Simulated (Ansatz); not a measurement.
# NiGe (Pnma) in Ansatz: further runs

The runs below take NiGe through band structure, with PBE, r2SCAN.

Program: Ansatz 0.2.0. These are calculated values, not measurements. Logs are shortened: lines on timing, memory, paths and dates and some standing lists are left out, and cuts for length are marked.

### Step 1. The crystal as given

The structure is orthorhombic, space group Pnma (No. 62). Conventional cell: a = 5.381 Å, b = 3.428 Å, c = 5.811 Å, α = 90.00°, β = 90.00°, γ = 90.00°. Ge (site symmetry m) is surrounded by 6 Ni at 2.33 to 2.49 Å. Around Ni (site symmetry m) lie 6 Ge at 2.33 to 2.49 Å.

### Step 2. Band structure, PBE, collinear spin, ferromagnetic start

Input file input.yaml:

```yaml
crystal:
  lattice:
    - [5.381, 0.0, 0.0]
    - [0.0, 3.428, 0.0]
    - [0.0, 0.0, 5.811]
  atoms:
    - { symbol: Ge, position: [0.312, 0.75, 0.917] }
    - { symbol: Ge, position: [0.688, 0.25, 0.083] }
    - { symbol: Ge, position: [0.188, 0.25, 0.417] }
    - { symbol: Ge, position: [0.812, 0.75, 0.583] }
    - { symbol: Ni, position: [0.495, 0.75, 0.31], spin: 1.0 }
    - { symbol: Ni, position: [0.505, 0.25, 0.69], spin: 1.0 }
    - { symbol: Ni, position: [0.005, 0.25, 0.81], spin: 1.0 }
    - { symbol: Ni, position: [0.995, 0.75, 0.19], spin: 1.0 }
hamiltonian:
  xc: pbe
  pseudopotentials: { kind: paw }
magnetization:
  spin_polarized: true
kpoints:
  mp_grid: { grid: [5, 8, 5] }
  band_path:
    path:
      - [[0.0, 0.0, 0.0], [0.0, -0.5, 0.0], [-0.5, -0.5, 0.0], [-0.5, 0.0, 0.0], [0.0, 0.0, 0.0], [0.0, 0.0, -0.5], [0.0, -0.5, -0.5], [-0.5, -0.5, -0.5], [-0.5, 0.0, -0.5], [0.0, 0.0, -0.5]]
      - [[-0.5, 0.0, 0.0], [-0.5, 0.0, -0.5]]
      - [[0.0, -0.5, -0.5], [0.0, -0.5, 0.0]]
      - [[-0.5, -0.5, 0.0], [-0.5, -0.5, -0.5]]
    npoints: 10
scf:
  occupations: { method: fermi_dirac, width: 0.05 }
  n_extra_bands: 20
output:
  forces: true
  stress: true
  eigenvalues: true
  fatbands: true
```

Potentials or basis: Ansatz PAW.

Launch:

```bash
$ ansatz run input.yaml --threads 4 --pin off --max-ram 11264MiB --backend cpu --events-out ev --progress --plain --runs-dir out
```

What it wrote:

```text
Warning: RAYON_NUM_THREADS=4 ignored (pool sized by the plan → 4); use --threads N
scf.n_extra_bands = 20 over 64 filled bands (N_el = 128.0): the run solves 84 bands
Engine: ansatz 0.2.0, x86_64-unknown-linux-gnu
Pseudopotentials: kind: paw
Pseudopotential: Ge, paw, valence charge 14, recommended cutoff 420 eV (normal), Ge.paw.azcp
Pseudopotential: Ni, paw, valence charge 18, recommended cutoff 420 eV (normal), Ni.paw.azcp
Functional definition: PBE
  parameter kappa = 0.804
  parameter beta = 0.06672455060314922
  exchange = pbe_x(kappa = kappa, mu = beta*pi^2/3)
  correlation = pbe_c(beta = beta)
Crystal: 8 atoms, lattice volume = 107.190 Å³
Basis set: ecut = 420 eV, 2113 PW (Γ), exchange–correlation on 72×48×80 points (8 copies of the dense FFT grid, shifted against one another)
Bands: 84, of which v1, the nominal top of the filled ones, is band 64 counted from 1 (63 counted from 0)
Symmetry: 8 space group operations
Space group: Pnma (ITA 62), of the structure as read, at distance tolerance 4.8e-5 Å
Magnetic group: BNS 62.441 (UNI 539), of the structure as read, at distance tolerance 4.8e-5 Å
k-points: 45 of 200
Non-local potential: Ge, projectors of the file, l = 0: 2, l = 1: 2, l = 2: 3, l = 3: 1
Non-local potential: Ni, projectors of the file, l = 0: 3, l = 1: 2, l = 2: 3, l = 3: 1
PAW form: soft (Blöchl's): semilocal exchange-correlation on the pseudo side does not see the compensation charge
PAW one-centre angular grid: Ge, 590 points (default); XC on 64 Gauss nodes
PAW one-centre angular grid: Ni, 590 points (default); XC on 64 Gauss nodes
Initial density: superposition of atomic densities (chi_scale 0.1, normalization cell)
Starting moments: Σ|m| = 4 μB on 4 of 8 sites
Initial wavefunctions: pseudopotential atomic-orbital guess
Functional: x = pbe(κ = 0.804, μ = 0.2195149727645171), c = pbe(β = 0.06672455060314922)
iter 1 solved again at ethr=9.43e-4 eV; its pass at ethr=3.10e-3 eV (dr2=1.21e0 eV) is discarded
SCF iter   1: F=—  HF=-40535.319937 eV  |F-HF|=—  |Δ(HF+E_count)|=         —  Δρ=9.04e-2 (↑9.04e-2 ↓7.26e-2)  dr2=1.22e0  dr2_m=6.14e0  M=0.342 μB ∫|m|=0.585 μB  β_m=0.30  ethr=9.43e-4  ⟨swp⟩=2.0  Hψ=34055  notcnv=0
Mixer restart at iter 1: flushing history
preconditioner: auto → Kerker (q_TF=auto, 2.810 Å⁻¹)  [metal: Δε(μ)=0.017 eV  Ē_g=18.339 eV  σ=0.050 eV  W_gap=0.08  n_scr=38 (ndim 8)  ℏωp=35.1 eV  f_vac=0.000  D(μ)=3.32/eV (n_scr^D=22)]
spin=Collinear: Kerker preconditioning applied to the charge; magnetization (m = ρ↑ − ρ↓) channel mixes plain (no charge-response kernel on spin).
SCF iter   2: F=—  HF=-40536.364018 eV  |F-HF|=—  |Δ(HF+E_count)|=    1.04e0  Δρ=7.71e-2 (↑4.57e-2 ↓7.71e-2)  dr2=1.98e0  dr2_m=3.48e0  M=0.223 μB ∫|m|=0.403 μB  β_m=0.65  ethr=9.43e-4  ⟨swp⟩=2.1  Hψ=9996  notcnv=0
[... 13 lines left out ...]
WARN: the starting moments were not kept: the SCF closed with an absolute magnetisation of 5.2e-7 μB, where they sum to 4 μB in size (4 sites). That is at most 0.1 of that sum. Measured as dr2_m measures the in/out step, that magnetisation stands 7.2e-14 eV from none, at or under the dr2_threshold of 1.0e-7 eV: it is no larger than a step whose dr2_m would equal this threshold. The system may hold no moment; this SCF shows only that its start led to no more than that. To try another start: raise the starting moments (crystal.atoms[].spin, magnetization.per_species, magnetization.initial_magnetization, or on a non-collinear deck that types none of these the spinor_matrix: blocks that start its atoms; where the total moment is fixed, keep their sum and leave initial_magnetization as it is; typed ones take the place of any that the run laid by itself, positive ones on a crystal's lanthanoids without a Hubbard term where scf.initial_density.shell_occupations: [] is typed) or, if the notice of its spin-set hold's release reads "site moments contracting" or "site moments show no strong build", lengthen the hold (scf.mixing.spin_hold: { on: { confirm: 4 } }; for m-r²SCAN on two components see the key's manual first). Each may lead to a state that holds a moment. A second SCF, from the converged charge density, with the starting moments and any scf.initial_density.shell_occupations laid on it anew, would have followed, and was not run: the deck does not ask for one (magnetization.retry_lost_moments is false, the default). To let it run, set magnetization.retry_lost_moments: true and run the deck again, where that key's refused combinations let it; where memory then withholds it, that run's warning says so.
NSCF: frozen V_eff on 124 k-points
SCF converged after 13 iterations
Magnetization: -0.0000 μB (64.0000 up, 64.0000 down)
Absolute magnetization: 0.0000 μB (∫|ρ↑−ρ↓|, with the PAW one-centre terms)
Spin contamination: 0.0000 ħ² per cell (⟨S²⟩ above its minimum at these occupations)
Per-site moments (μB) at R_I (Å): [(1.2309154643799537e-8, 0.9608992184389613), (1.2309154849278485e-8, 0.9608992184389614), (1.2309154690334354e-8, 0.9608992184389611), (1.2309154488729228e-8, 0.9608992184389613), (-6.867252496354972e-8, 0.9608992184389613), (-6.867252485320707e-8, 0.9608992184389611), (-6.867252514165466e-8, 0.9608992184389614), (-6.867252493928009e-8, 0.9608992184389613)]
Free energy (F): -40541.207067 eV
Harris-Foulkes:  -40541.207067 eV  (|F-HF|=2.36e-9)
Internal energy: -40541.184508 eV  (E = F + TS)
E sigma→0 (E₀):  -40541.195787 eV
Entropy (-TS):   -0.022559 eV (-2.820 meV/atom)
Fermi energy:    15.570754 eV
--- Per-component energies (eV) ---
  E_band       = -1568.572624
  E_kinetic    = 1589.526851
  E_local      = -23414.603490  (includes V_loc(G=0)·N_el)
  E_nonlocal   = 4225.592396
  E_hartree    = 10053.178049
  E_xc         = -646.211993
  E_vxc        = -702.507410  (∫ρ·V_xc dr)
  E_paw        = -14609.509724  (= ΣΔE_a)
  E_vpaw       = -3372.948130  (= ΣTr[D̂ρ^β])
  E_aug_tail   = 0.003487  (compensation charges beyond the density's cutoff)
  E_ewald      = -17739.160084
  E_smearing   = -0.022559  (= −TS)
  E_closure    = -0.000000  (closes the sum)
  Σ components = -40541.207067   (vs F -40541.207067, Δ=0.00e0)
--- Forces (eV/Å), atoms counted from 1 ---
  atom   1  Ge    -0.05688440     0.00000000    -0.14901725
  atom   2  Ge     0.05688440     0.00000000     0.14901725
  atom   3  Ge     0.05688440     0.00000000    -0.14901725
  atom   4  Ge    -0.05688440     0.00000000     0.14901725
  atom   5  Ni    -0.08090752     0.00000000     0.02360209
  atom   6  Ni     0.08090752     0.00000000    -0.02360209
  atom   7  Ni     0.08090752     0.00000000     0.02360209
  atom   8  Ni    -0.08090752     0.00000000    -0.02360209
  max |Σ_I F_I| component: 2.43e-17 eV/Å
--- Stress (GPa, compression-positive) ---
        2.835864       0.000000       0.000000
        0.000000       4.001964       0.000000
        0.000000       0.000000       4.001896
  P = ⅓ Tr σ = 3.6132 GPa (36.132 kbar)
--- Band table (eV; the first three rows and the last of 90) ---
  k-point 0 ↑: bands = ["-88.0147", "-88.0126", "-88.0123", "-88.0101", "-48.4650", "-48.4597", "-48.4582", "-48.4436", "-48.4428", "-48.4345", "-48.4169", "-48.4159", "-48.3961", "-48.3930", "-48.3859", "-48.3829", "-9.1773", "-9.1660", "-9.1544", "-9.1536", "-9.1306", "-9.1156", "-9.1140", "-9.1091", "-9.1003", "-9.0985", "-9.0971", "-9.0861", "-9.0823", "-9.0821", "-9.0763", "-9.0706", "-9.0683", "-9.0631", "-9.0617", "-9.0611", "2.5202", "5.6172", "6.9002", "7.0192", "9.2231", "9.6906", "11.6600", "11.8777", "12.0572", "12.0939", "12.1466", "12.3775", "12.3837", "12.8454", "12.8623", "13.0765", "13.1548", "13.3931", "13.5732", "13.5925", "13.6698", "13.7316", "13.7988", "13.8031", "13.8367", "14.4396", "14.6397", "14.7910", "16.1511", "16.2710", "19.5527", "19.7066", "19.9776", "20.2460", "20.3383", "21.3738", "22.2215", "22.3148", "22.5884", "23.0883", "24.7461", "24.9033", "24.9502", "25.6128", "25.9438", "27.3815", "27.6468", "27.6942"]
  k-point 1 ↑: bands = ["-88.0146", "-88.0132", "-88.0117", "-88.0102", "-48.4648", "-48.4611", "-48.4562", "-48.4465", "-48.4403", "-48.4349", "-48.4168", "-48.4160", "-48.3959", "-48.3934", "-48.3855", "-48.3831", "-9.1762", "-9.1671", "-9.1538", "-9.1533", "-9.1301", "-9.1186", "-9.1120", "-9.1064", "-9.1015", "-9.0978", "-9.0968", "-9.0847", "-9.0845", "-9.0816", "-9.0745", "-9.0727", "-9.0707", "-9.0624", "-9.0622", "-9.0611", "2.6894", "4.9563", "7.1008", "7.2913", "9.0542", "10.3356", "11.0509", "11.8874", "11.9710", "12.1097", "12.1852", "12.4180", "12.4989", "12.8779", "12.9025", "13.0079", "13.1500", "13.4545", "13.4864", "13.5135", "13.5844", "13.6714", "13.7367", "13.8233", "14.0950", "14.2530", "14.6779", "15.2922", "16.5143", "16.5841", "18.5305", "19.1845", "19.8161", "20.0815", "20.4927", "21.3791", "22.2408", "22.5642", "22.9080", "23.1954", "24.5641", "24.8760", "25.4154", "25.6428", "25.7867", "25.8168", "26.4161", "27.2375"]
  k-point 2 ↑: bands = ["-88.0143", "-88.0138", "-88.0111", "-88.0106", "-48.4639", "-48.4627", "-48.4533", "-48.4499", "-48.4379", "-48.4361", "-48.4166", "-48.4163", "-48.3952", "-48.3943", "-48.3847", "-48.3837", "-9.1733", "-9.1698", "-9.1528", "-9.1528", "-9.1279", "-9.1236", "-9.1087", "-9.1047", "-9.0995", "-9.0966", "-9.0963", "-9.0911", "-9.0808", "-9.0800", "-9.0768", "-9.0756", "-9.0697", "-9.0648", "-9.0616", "-9.0612", "3.1879", "3.9798", "7.3111", "7.4929", "9.2461", "10.0149", "11.3442", "11.7901", "12.1180", "12.2263", "12.2571", "12.4338", "12.6512", "12.8637", "12.9074", "12.9609", "13.1013", "13.2228", "13.3225", "13.4029", "13.6049", "13.7137", "13.7794", "13.8494", "14.0548", "14.2652", "14.9259", "15.8586", "16.2336", "17.3473", "17.5890", "18.7253", "19.3576", "20.1847", "21.0900", "21.3439", "21.9578", "22.1197", "23.2751", "23.5249", "24.1633", "24.1897", "24.3921", "24.5054", "25.8077", "26.7979", "26.8885", "27.3511"]
  k-point 44 ↓: bands = ["-88.0127", "-88.0127", "-88.0120", "-88.0120", "-48.4566", "-48.4566", "-48.4541", "-48.4541", "-48.4336", "-48.4336", "-48.4259", "-48.4259", "-48.3911", "-48.3911", "-48.3901", "-48.3901", "-9.1586", "-9.1586", "-9.1581", "-9.1581", "-9.1232", "-9.1232", "-9.1149", "-9.1149", "-9.0888", "-9.0888", "-9.0873", "-9.0873", "-9.0780", "-9.0780", "-9.0743", "-9.0743", "-9.0625", "-9.0625", "-9.0612", "-9.0612", "6.3845", "6.3845", "6.6438", "6.6438", "9.3506", "9.3506", "9.8511", "9.8511", "12.2960", "12.2960", "12.3624", "12.3624", "12.5000", "12.5000", "12.6949", "12.6949", "13.1996", "13.1996", "13.3309", "13.3309", "13.7263", "13.7263", "13.7848", "13.7848", "13.9665", "13.9665", "13.9876", "13.9876", "17.0702", "17.0702", "17.9058", "17.9058", "18.5631", "18.5631", "19.4696", "19.4696", "21.0065", "21.0065", "21.9128", "21.9128", "23.0146", "23.0146", "23.7735", "23.7735", "26.6342", "26.6342", "28.7463", "28.7463"]
```

Wall time 3.5 min (4 threads of Intel Xeon at 2.50GHz (Skylake/Cascade Lake), shared host); peak memory 1.2 GiB.

Results:

```
Free energy            : -40541.2071 eV
Pressure               : 3.6 GPa
Largest force          : 0.160 eV/Å
Band gap on the k mesh : none (metal or under the smearing width)
Net moment             : 0.00 μB per cell
Absolute moment        : 0.00 μB per cell
```

Forces in eV/Å, atoms in the order of the input:
```
Ge  -0.057  0.000 -0.149
Ge   0.057  0.000  0.149
Ge   0.057  0.000 -0.149
Ge  -0.057  0.000  0.149
Ni  -0.081  0.000  0.024
Ni   0.081  0.000 -0.024
Ni   0.081  0.000  0.024
Ni  -0.081  0.000 -0.024
```

Caveat: the starting moments weren't kept.

(Continued in part 2 of 2.)
